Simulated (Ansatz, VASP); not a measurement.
BiTe: VASP beside Ansatz

```
Bi Te
1.0
     0.00000    3.29613    3.29613
     3.29613    0.00000    3.29613
     3.29613    3.29613    0.00000
Bi Te
1 1
Direct
  0.00000 0.00000 0.00000
  0.50000 0.50000 0.50000
```

Change from the starting cell: functional pbe, volume scaled by 1.04.

Alike in both runs: task single point; functional PBE; k mesh 10 × 10 × 10; occupations fermi-dirac, width 0.05 eV; no spin polarisation.

|  | VASP | Ansatz |
| --- | --- | --- |
| version | VASP 6.6.1 | Ansatz 0.2.0 |
| potentials or method | VASP PAW PBE potentials, release 64 (Bi_d, Te), cutoff 520 eV | all-electron LAPW, scalar-relativistic |

VASP gave:

| Quantity | Value |
| --- | --- |
| pressure (GPa) | -1.8 |

Task: Estimate Ansatz's values.

Result: Pressure (GPa): -1.7.

Ansatz ran all-electron here, so the differences hold the error of VASP's frozen core and of both bases.
